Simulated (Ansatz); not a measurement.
# BP: the cell at several levels of theory

An exercise on one series of results from a longer session: the logs are not shown, and one member is left open.

Program: Ansatz 0.2.0. PAW datasets, plane waves, zero pressure. No spin polarisation and no zero-point or thermal motion.

## The system as given

The symmetry is F-43m (No. 216, cubic); a = 4.538 Å in the conventional setting, 11.68 Å³ an atom. B has 4 P at 1.97 Å; P has 4 B at 1.97 Å.

The structure in full:

Space group F-43m (No. 216). a = 4.538 Å, b = 4.538 Å, c = 4.538 Å, α = 90.00°, β = 90.00°, γ = 90.00°
```tsv
atom	site	symmetry	x	y	z
B	4a	-43m	0.0000	0.0000	0.0000
P	4d	-43m	0.2500	0.2500	0.7500
```

The first run:

Input file input.yaml:

```yaml
crystal:
  lattice:
    - [0.0, 2.269, 2.269]
    - [2.269, 0.0, 2.269]
    - [2.269, 2.269, 0.0]
  atoms:
    - { symbol: B, position: [0.0, 0.0, 0.0] }
    - { symbol: P, position: [0.25, 0.25, 0.25] }
kpoints:
  mp_grid: { grid: [8, 8, 8] }
hamiltonian:
  xc: pbe
scf:
  occupations: { method: fermi_dirac, width: 0.02 }
relax:
  f_tol: 0.005
  cell: {}
output:
  write_density: true
  write_potential: true
  elf: true
  volumetric_format: npy
```

Command:

```
$ ansatz run input.yaml --threads 1 --pin off --max-ram 2304MiB --backend cpu --events-out ev --progress --plain --runs-dir out
```

Steps of the session up to this table: PBE: cell and atoms; r2SCAN: cell and atoms; PBEsol: cell and atoms; Relaxing with LDA; Relaxing with HSE06.

One of the session's tables, all rows but one given; the rest of the session is left out.

```
 level  a (Å)  volume (Å³/atom)
   PBE      ?                 ?
r2SCAN  4.537            11.671
PBEsol  4.520            11.545
   LDA  4.491            11.322
 HSE06  4.525            11.581
```

Q: Estimate the row for PBE from the others.

The run gave: a (Å): 4.548; volume (Å³/atom): 11.762. In the column «a (Å)» it is the highest.
